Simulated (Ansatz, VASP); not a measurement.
## Two plane-wave programs on TiSi2

INCAR

```
SYSTEM = TiSi2
PREC     = Accurate       ! precision mode
ENCUT    = 520            ! plane-wave cutoff, eV
EDIFF    = 1E-7           ! SCF threshold, eV
ISMEAR   = 0              ! smearing method
SIGMA    = 0.15           ! smearing width, eV
LREAL    = .False.        ! projectors in reciprocal space
LASPH    = .True.         ! aspherical terms in the spheres
NELM     = 100            ! most SCF steps
ALGO     = Normal         ! electronic algorithm
ISIF     = 2              ! what is computed and relaxed
LWAVE    = .False.        ! write WAVECAR
LCHARG   = .False.        ! write CHGCAR
GGA      = PE             ! functional
NBANDS   = 17             ! bands
```

The input KPOINTS:

```
regular mesh
0
Gamma
  24 24 24
  0 0 0
```

Contents of POSCAR:

```
TiSi2
1.0
   -1.6004073790      1.8365562968      3.6235403101
    1.6004073790     -1.8365562968      3.6235403101
    1.6004073790      1.8365562968     -3.6235403101
Ti Si
1 2
Direct
    0.0000000000      0.0000000000      0.0000000000
    0.3296402049      0.3296402049      0.0000000000
    0.6703597951      0.6703597951      0.0000000000
```

Input for Ansatz:

```yaml
crystal:
  lattice:
    - [-1.600407379, 1.8365562968, 3.6235403101]
    - [1.600407379, -1.8365562968, 3.6235403101]
    - [1.600407379, 1.8365562968, -3.6235403101]
  atoms:
    - { symbol: Ti, position: [0.0, 0.0, 0.0] }
    - { symbol: Si, position: [0.3296402049, 0.3296402049, 0.0] }
    - { symbol: Si, position: [0.6703597951, 0.6703597951, 0.0] }
basis:
  ecutwfc: 420
kpoints:
  mp_grid: { grid: [24, 24, 24] }
hamiltonian:
  xc: pbe
scf:
  occupations: { method: gaussian, width: 0.15 }
output:
  forces: true
  stress: true
  eigenvalues: true
```

Alike in both runs: task single point; functional PBE; k mesh 24 × 24 × 24; occupations gaussian, width 0.15 eV; no spin polarisation.

```csv
,VASP,Ansatz
version,VASP 6.6.1,Ansatz 0.2.0
potentials or method,"VASP PAW PBE potentials, release 64 (Ti_sv, Si)","scalar-relativistic, plane waves, PAW"
plane-wave cutoff (eV),520,420
valence electrons in the cell,20,20
```

Ansatz gave:

* gap on the k mesh at the Fermi level (eV): none
* pressure (GPa): 8.2
* largest component of the traceless stress (GPa): 21.44
* rms of the force components (eV/Å): 0.699

Estimate VASP's values.

gap on the k mesh at the Fermi level (eV): none; pressure (GPa): 8.1; largest component of the traceless stress (GPa): 21.37; rms of the force components (eV/Å): 0.701.

Atom by atom the forces differ by 0.001 eV/Å (rms over components). A gap of «none» marks a metal or a gap that the smearing closes. With one functional, cell and mesh, what is left measures potentials, basis and numerics.

Caveats: forces of over 1 eV/Å show positions far from the minimum, so gaps and moduli don't describe the material at rest.
